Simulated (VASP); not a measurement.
Here is a VASP 6.6.1 calculation.

File INCAR:

```
SYSTEM = TiO2
  ALGO = Normal
  EDIFF = 1E-7
  ENCUT = 520
  ISIF = 2
  ISMEAR = -1
  LASPH = .TRUE.
  LCHARG = .FALSE.
  LMAXMIX = 4
  LMIXTAU = .TRUE.
  LREAL = .FALSE.
  LWAVE = .FALSE.
  METAGGA = SCAN
  NBANDS = 33
  NELM = 100
  PREC = Accurate
  SIGMA = 0.05
```

Contents of KPOINTS:

```
k-points
0
G
  6 6 9
  0 0 0
```

The input POSCAR:

```
TiO2
1.0
    4.5998373239      0.0000000000      0.0000000000
    0.0000000000      4.5998373239      0.0000000000
    0.0000000000      0.0000000000      2.9592135600
Ti O
2 4
Direct
    0.0000000000      0.0000000000      0.5000000000
    0.5000000000      0.5000000000      0.0000000000
    0.3043213200      0.3043213200      0.5000000000
    0.1956786800      0.8043213200      0.0000000000
    0.8043213200      0.1956786800      0.0000000000
    0.6956786800      0.6956786800      0.5000000000
```

Contents of KPOINTS_OPT:

```
path GXMGZRAZ,XR,MA
20
line-mode
reciprocal
 0.0000000000  0.0000000000  0.0000000000  G
 0.0000000000  0.5000000000  0.0000000000  X

 0.0000000000  0.5000000000  0.0000000000  X
 0.5000000000  0.5000000000  0.0000000000  M

 0.5000000000  0.5000000000  0.0000000000  M
 0.0000000000  0.0000000000  0.0000000000  G

 0.0000000000  0.0000000000  0.0000000000  G
 0.0000000000  0.0000000000  0.5000000000  Z

 0.0000000000  0.0000000000  0.5000000000  Z
 0.0000000000  0.5000000000  0.5000000000  R

 0.0000000000  0.5000000000  0.5000000000  R
 0.5000000000  0.5000000000  0.5000000000  A

 0.5000000000  0.5000000000  0.5000000000  A
 0.0000000000  0.0000000000  0.5000000000  Z

 0.0000000000  0.5000000000  0.0000000000  X
 0.0000000000  0.5000000000  0.5000000000  R

 0.5000000000  0.5000000000  0.0000000000  M
 0.5000000000  0.5000000000  0.5000000000  A
```

Potentials or basis: VASP PAW PBE potentials, release 64 (Ti_sv, O).

Command:

```sh
$ cat potpaw_PBE.64/Ti_sv/POTCAR potpaw_PBE.64/O/POTCAR > POTCAR
$ mpirun -np 1 vasp_std > vasp.out
```

Estimate the band gap on the k mesh.

2.21 eV, direct.

What does it give for the pressure?

-0.7 GPa.

Stress tensor (GPa, compression positive):
```
-0.75  0.00  0.00
 0.00 -0.75  0.00
 0.00  0.00 -0.63
```

Caveat: the PAW data sets were made with another functional, which shifts forces and pressure a little.

**Measured values to compare with.**

“Shallow Valence Band of Rutile GeO2 and P-type Doping”, 2020, arxiv:2011.08928 quotes, for a bulk crystal of TiO2 at 1.6 K: band gap 3.03 eV (direct).

Measured gap of TiO2: 3.03 eV (direct; 1.6 K; quoted in “Shallow Valence Band of Rutile GeO2 and P-type Doping”, 2020, arxiv:2011.08928). This calculation gives 2.21 eV (-0.82 eV). 2 values of this kind are on record in papers (3.03 to 3.05 eV); this one was drawn at random among those near their median. The value is that of SCAN, without temperature or zero-point motion. The cell is a database's relaxed one, not the measured one, which moves gaps too.
